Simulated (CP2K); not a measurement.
# CdS (Fm-3m) in CP2K: reference runs, part 2 of 2

CP2K 2026.2. The steps go on from the part before.

## (3) Single point, PBE (atoms moved at random, drawn with an rms of 0.05 Å)

cds_scf.inp

```
&GLOBAL
  PROJECT cds_scf
  RUN_TYPE ENERGY_FORCE
  PRINT_LEVEL LOW
&END GLOBAL
&FORCE_EVAL
  METHOD QS
  STRESS_TENSOR ANALYTICAL
  &DFT
    BASIS_SET_FILE_NAME BASIS_MOLOPT_UZH
    POTENTIAL_FILE_NAME POTENTIAL_UZH
    &MGRID
      CUTOFF 450
      REL_CUTOFF 60
      NGRIDS 5
    &END MGRID
    &QS
      METHOD GPW
      EPS_DEFAULT 1.0E-10
    &END QS
    &KPOINTS
      SCHEME MONKHORST-PACK 8 8 8
      GAMMA_CENTERED T
      SYMMETRY T
      SYMMETRY_BACKEND SPGLIB
    &END KPOINTS
    &SCF
      SCF_GUESS ATOMIC
      EPS_SCF 1.0E-6
      MAX_SCF 100
      ADDED_MOS 10
      CHOLESKY OFF
      EPS_EIGVAL 1.0E-7
      &DIAGONALIZATION ON
        ALGORITHM STANDARD
      &END DIAGONALIZATION
      &MIXING ON
        METHOD BROYDEN_MIXING
        ALPHA 0.4
        BETA 1.5
        NBUFFER 8
      &END MIXING
      &SMEAR ON
        METHOD FERMI_DIRAC
        ELECTRONIC_TEMPERATURE [K] 580.226
      &END SMEAR
    &END SCF
    &XC
      &XC_FUNCTIONAL
        &GGA_X_PBE
        &END GGA_X_PBE
        &GGA_C_PBE
        &END GGA_C_PBE
      &END XC_FUNCTIONAL
    &END XC
    &PRINT
      &KPOINTS ON
      &END KPOINTS
      &MULLIKEN ON
      &END MULLIKEN
      &MO ON
        ENERGIES T
        OCCUPATION_NUMBERS T
        &EACH
          QS_SCF 0
        &END EACH
        ADD_LAST NUMERIC
      &END MO
      &LOWDIN ON
      &END LOWDIN
      &HIRSHFELD ON
        SHAPE_FUNCTION DENSITY
      &END HIRSHFELD
      &E_DENSITY_CUBE ON
        STRIDE 1
      &END E_DENSITY_CUBE
      &V_HARTREE_CUBE ON
        STRIDE 1
      &END V_HARTREE_CUBE
      &ELF_CUBE ON
        STRIDE 1
      &END ELF_CUBE
    &END PRINT
  &END DFT
  &SUBSYS
    &CELL
      A 3.8936750053 0.0000000000 0.0000000000
      B 1.9468375027 3.3720214687 0.0000000000
      C 1.9468375027 1.1240071562 3.1791723291
      PERIODIC XYZ
    &END CELL
    &COORD
      Cd  -0.0017443664 -0.0618945781 0.0417711452
      S   3.8801230695 2.2247507363 1.5813266748
    &END COORD
    &KIND Cd
      BASIS_SET TZVP-MOLOPT-PBE-GTH-q12
      POTENTIAL GTH-PBE-q12
    &END KIND
    &KIND S
      BASIS_SET TZVP-MOLOPT-PBE-GTH-q6
      POTENTIAL GTH-PBE-q6
    &END KIND
    &PRINT
      &ATOMIC_COORDINATES ON
      &END ATOMIC_COORDINATES
      &CELL ON
      &END CELL
    &END PRINT
  &END SUBSYS
  &PRINT
    &FORCES ON
    &END FORCES
    &STRESS_TENSOR ON
    &END STRESS_TENSOR
  &END PRINT
&END FORCE_EVAL
```

Potentials or basis: POTENTIAL_UZH Cd GTH-PBE-q12, S GTH-PBE-q6; TZVP-MOLOPT-PBE-GTH basis.

On the command line:

```console
$ OMP_NUM_THREADS=1 cp2k.psmp -i cds_scf.inp -o cds_scf.out
```

cds_scf.out:

```text

 CP2K| version string:                                       CP2K version 2026.2
 CP2K| Input file name                                               cds_scf.inp

 GLOBAL| Force Environment number                                              1
 GLOBAL| Basis set file name                                    BASIS_MOLOPT_UZH
 GLOBAL| Potential file name                                       POTENTIAL_UZH
 GLOBAL| MM Potential file name                                     MM_POTENTIAL
 GLOBAL| Coordinate file name                                      __STD_INPUT__
 GLOBAL| Method name                                                        CP2K
 GLOBAL| Project name                                                    cds_scf
 GLOBAL| Run type                                                   ENERGY_FORCE
 GLOBAL| FFT library                                                       FFTW3
[... 6 lines left out ...]
 GLOBAL| Total number of message passing processes                             1
 GLOBAL| Number of threads for this process                                    1
 GLOBAL| CPU model name                          Intel(R) Xeon(R) Platinum 8488C

 CELL| Volume [angstrom^3]:                                            41.741120
 CELL| Vector a [angstrom]:       3.894     0.000     0.000   |a| =     3.893675
 CELL| Vector b [angstrom]:       1.947     3.372     0.000   |b| =     3.893675
 CELL| Vector c [angstrom]:       1.947     1.124     3.179   |c| =     3.893675
 CELL| Angle (b,c), alpha [degree]:                                    60.000000
 CELL| Angle (a,c), beta  [degree]:                                    60.000000
 CELL| Angle (a,b), gamma [degree]:                                    60.000000
 CELL| Numerically orthorhombic:                                              NO
 CELL| Periodicity                                                           XYZ

 CELL_REF| Volume [angstrom^3]:                                        41.741120
 CELL_REF| Vector a [angstrom     3.894     0.000     0.000   |a| =     3.893675
 CELL_REF| Vector b [angstrom     1.947     3.372     0.000   |b| =     3.893675
 CELL_REF| Vector c [angstrom     1.947     1.124     3.179   |c| =     3.893675
 CELL_REF| Angle (b,c), alpha [degree]:                                60.000000
 CELL_REF| Angle (a,c), beta  [degree]:                                60.000000
 CELL_REF| Angle (a,b), gamma [degree]:                                60.000000
 CELL_REF| Numerically orthorhombic:                                          NO
 CELL_REF| Periodicity                                                       XYZ
[... 10 lines left out ...]

  Total number of            - Atomic kinds:                                   2
                             - Atoms:                                          2
                             - Shell sets:                                     2
                             - Shells:                                        17
                             - Primitive Cartesian functions:                  9
                             - Cartesian basis functions:                     58
                             - Spherical basis functions:                     51

  Maximum angular momentum of- Orbital basis functions:                        3
                             - Local part of the GTH pseudopotential:          0
                             - Non-local part of the GTH pseudopotential:      4

 MODULE QUICKSTEP: ATOMIC COORDINATES IN ANGSTROM

   Atom Kind Element         X             Y             Z       Z(eff)     Mass
      1    1 Cd   48     -0.001744     -0.061895      0.041771  12.0000 112.4110
      2    2 S    16      3.880123      2.224751      1.581327   6.0000  32.0650

 SCF PARAMETERS         Density guess:                                    ATOMIC
                        --------------------------------------------------------
                        max_scf:                                             100
[... 7 lines left out ...]
                        --------------------------------------------------------
                        level_shift [a.u.]:                             0.000000
                        added MOs                                        10    0
                        --------------------------------------------------------
                        Mixing method:                            BROYDEN_MIXING
[... 84 lines left out ...]
     7 Broy./Diag. 0.40E+00    3.1     0.00055235       -56.3194952926  6.00E-03
     8 Broy./Diag. 0.40E+00    2.9     0.00031937       -56.3202879445 -7.93E-04
     9 Broy./Diag. 0.40E+00    3.0     0.00006264       -56.3205769335 -2.89E-04
    10 Broy./Diag. 0.40E+00    2.9     0.00005286       -56.3203524888  2.24E-04
    11 Broy./Diag. 0.40E+00    3.0     0.00000418       -56.3202348181  1.18E-04
    12 Broy./Diag. 0.40E+00    3.0     0.00000176       -56.3202486701 -1.39E-05
    13 Broy./Diag. 0.40E+00    3.0     0.00000041       -56.3202470268  1.64E-06

  *** SCF run converged in    13 steps ***

  Electronic density on regular grids:        -17.9999999983        0.0000000017
  Core density on regular grids:               17.9999999979       -0.0000000021
  Total charge density on r-space grids:       -0.0000000004
  Total charge density g-space grids:          -0.0000000004

  Overlap energy of the core charge distribution:               0.00000000000611
  Self energy of the core charge distribution:                -98.03046065360920
  Core Hamiltonian energy:                                     29.53000336140704
  Hartree energy:                                              21.08277124870151
  Exchange-correlation energy:                                 -8.90252540476559
  Electronic entropic energy:                                  -0.00003557838398
  Fermi energy:                                                 0.19302514489019

  Total energy:                                               -56.32024702682031
  Total energy (extrapolated to T->0):                        -56.32022923762832

 MO| EIGENVALUES AND OCCUPATION NUMBERS FOR K POINT 1
 MO|
 MO|  Index      Eigenvalue [a.u.]        Eigenvalue [eV]             Occupation
 MO|      1              -0.247897              -6.745620               2.000000
 MO|      2              -0.103012              -2.803096               2.000000
 MO|      3              -0.102916              -2.800500               2.000000
 MO|      4              -0.099458              -2.706382               2.000000
 MO|      5              -0.087638              -2.384740               2.000000
 MO|      6              -0.087623              -2.384334               2.000000
[... 339 lines left out ...]
 MO|     18               0.848874              23.099028               0.000000
 MO|     19               0.909661              24.753143               0.000000
 MO| Sum:                                                              18.000000
 MO| E(Fermi):            0.193025 a.u.          5.252481 eV
 MO| Band gap:            0.172860 a.u.          4.703752 eV

 [... the levels of further k-points ...]

 The electron density is written in Cube    file format to the file:

 cds_scf-ELECTRON_DENSITY-1_0.cube

 !-----------------------------------------------------------------------------!
                     Mulliken Population Analysis

 #  Atom  Element  Kind  Atomic population                           Net charge
       1     Cd       1         11.198598                              0.801402
       2     S        2          6.801402                             -0.801402
 # Total charge                             18.000000                  0.000000

 !-----------------------------------------------------------------------------!

 !-----------------------------------------------------------------------------!
                           Hirshfeld Charges

  #Atom  Element  Kind  Ref Charge     Population                    Net charge
      1       Cd     1      12.000         11.683                         0.317
      2       S      2       6.000          6.317                        -0.317

  Total Charge                                                           -0.000
 !-----------------------------------------------------------------------------!

 LOWDIN POPULATION ANALYSIS

 #  Atom  Element  Kind  Atomic population                           Net charge
       1     Cd       1         12.921540                             -0.921540
       2     S        2          5.078460                              0.921540
 # Total charge                             18.000000                  0.000000

               ----- ELF is computed on the real space grid -----

 ELF is written in Cube    file format to the file:

 cds_scf-ELF_S1-1_0.cube

 ENERGY| Total FORCE_EVAL ( QS ) energy [hartree]            -56.320246604812354

 FORCES| Atomic forces [hartree/bohr]
 FORCES|   Atom     x               y               z               |f|
 FORCES|      1 -3.26116703E-04  1.00636319E-03 -1.29281148E-03   1.67047313E-03
 FORCES|      2  3.26013720E-04 -9.98853902E-04  1.29783146E-03   1.66983848E-03
 FORCES| Sum    -1.02982790E-07  7.50928845E-06  5.01997727E-06
 FORCES| Total atomic force                                       9.03328237E-06

 STRESS| Analytical stress tensor [bar]
 STRESS|                        x                   y                   z
 STRESS|      x        2.06235278060E+03  -4.08537784313E+02   5.83143171735E+02
 STRESS|      y       -4.08537784313E+02   4.54258861099E+02  -8.15350814434E+02
 STRESS|      z        5.83143171735E+02  -8.15350814434E+02   1.06963894796E+03
 STRESS| 1/3 Trace                                             1.19541686322E+03
 STRESS| Determinant                                          -3.13470768006E+08

 STRESS| Eigenvectors and eigenvalues of the analytical stress tensor [bar]
 STRESS|                        1                   2                   3
 STRESS| Eigenvalues  -1.09537081416E+02   1.10429850958E+03   2.59148916150E+03
 STRESS|      x           0.002324172398     -0.596478096161      0.802625989501
 STRESS|      y           0.823054187363     -0.454719373195     -0.340311763396
 STRESS|      z           0.567958099588      0.661395624752      0.489876948499
```

Wall time 51 s (1 thread of Intel Xeon Platinum 8488C (Sapphire Rapids), shared host); peak memory 0.4 GiB.

What came out:

```yaml
Free_energy: -1532.5518 eV
Pressure: 0.1 GPa
Largest_force: 0.086 eV/Å
Band_gap_on_the_k_mesh: 0.26 eV, indirect (least direct gap 1.54 eV)
Mulliken_charges: Cd +0.80; S -0.80 e
Hirshfeld_charges: Cd +0.32; S -0.32 e
```

Forces on the atoms (eV/Å):
```
Cd  -0.017  0.052 -0.066
S    0.017 -0.051  0.067
```

Levels at points of the mesh, in eV from the valence-band top:
| k point | band 6 | band 7 | band 8 | band 9 | band 10 | band 11 | band 12 | band 13 |
| --- | --- | --- | --- | --- | --- | --- | --- | --- |
| (0.00, 0.00, 0.00) | -7.60 | -0.72 | -0.72 | -0.71 | 0.82 | 9.26 | 9.26 | 9.28 |
| (0.00, 0.00, 0.50) | -7.41 | -4.76 | 0.00 | 0.00 | 3.61 | 6.20 | 6.20 | 6.69 |
| (0.00, 0.50, 0.00) | -7.41 | -4.76 | 0.00 | 0.00 | 3.61 | 6.20 | 6.20 | 6.69 |
| (0.00, 0.50, 0.50) | -6.71 | -4.13 | -2.08 | -2.07 | 0.26 | 6.10 | 9.79 | 11.52 |
| (0.50, 0.00, 0.00) | -7.41 | -4.77 | -0.01 | 0.00 | 3.62 | 6.19 | 6.20 | 6.69 |
| (0.50, 0.00, 0.50) | -6.71 | -4.14 | -2.08 | -2.07 | 0.27 | 6.11 | 9.80 | 11.52 |
| (0.50, 0.50, 0.00) | -6.71 | -4.14 | -2.08 | -2.07 | 0.26 | 6.11 | 9.79 | 11.52 |
| (0.50, 0.50, 0.50) | -7.41 | -4.77 | -0.01 | 0.00 | 3.62 | 6.19 | 6.20 | 6.69 |

Caveat: Mulliken charges move with the basis; the basis of atomic orbitals isn't converged, which shifts pressures, moduli and gaps.
